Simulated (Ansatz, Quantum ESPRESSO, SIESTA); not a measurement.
One calculation of MoS2, 3 ways

```
CELL_PARAMETERS angstrom
1.58000 0.91221 6.15000
-1.58000 0.91221 6.15000
0.00000 -1.82443 6.15000
ATOMIC_POSITIONS crystal
Mo 0.00000 0.00000 0.00000
S 0.41700 0.41700 0.41700
S 0.25000 0.25000 0.25000
```

Measurements of this composition are mostly on another form, of space group No. 194.

Alike in all runs: task band structure; functional PBEsol; k mesh 10 × 10 × 10; occupations fermi-dirac, width 0.05 eV; no spin polarisation; no spin-orbit coupling. Pressure is positive in compression and, in plane waves, holds the error of the finite cutoff. Gaps are the smaller of the mesh's and the band path's.

```tsv
program and potentials	plane-wave cutoff (eV)	notes	band gap (eV)	pressure (GPa)	largest force (eV/Å)
SIESTA, files PseudoDojo sr-pbesol-0.4.1-standard, DZP (energy shift 0.003 Ry; two zetas on semicore shells)	-	atomic basis	0.93	3.37	0.710
Ansatz, all-electron LAPW, scalar-relativistic	-	-	?	?	?
Quantum ESPRESSO, GBRV 1.5 PBEsol	612	-	0.88	0.01	0.242
```

Task: Estimate from the other rows what the run with Ansatz, all-electron LAPW, scalar-relativistic gave.

Result: Band gap 0.91 eV; pressure 0.36 GPa; largest force 0.260 eV/Å. The other rows, which needn't bracket it: band gap 0.88 to 0.93; pressure 0.01 to 3.37; largest force 0.242 to 0.710.
